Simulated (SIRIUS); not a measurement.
The system is Nb.

```
CELL_PARAMETERS angstrom
-1.66395 1.66395 1.66395
1.66395 -1.66395 1.66395
1.66395 1.66395 -1.66395
ATOMIC_POSITIONS crystal
Nb 0.00000 0.00000 0.00000
```

| Quantity | Value |
| --- | --- |
| Program | SIRIUS 7.12.0 |
| Task | single point |
| Functional | PBE |
| Potentials or basis | all-electron FP-LAPW |
| Cutoff | 163 eV |
| Basis | apw+lo standard |
| k mesh | 11 × 11 × 11 |
| Occupations | fermi-dirac, width 0.05 eV |
| Spin | no spin polarisation |

On this cell: band gap on the k mesh none (metal or under the smearing width).

The same run follows on a disturbed copy (cell strained at random):

```
Nb
1.0
    -1.65481    1.66189    1.66310
     1.61189   -1.66978    1.62806
     1.70285    1.71781   -1.67098
Nb
1
Direct
  0.99711 0.99235 0.00528
```

Q: What does the disturbed cell give?

A: The energy (extrapolated to zero smearing) moves by +3.3 meV/atom; band gap on the k mesh none (metal or under the smearing width).
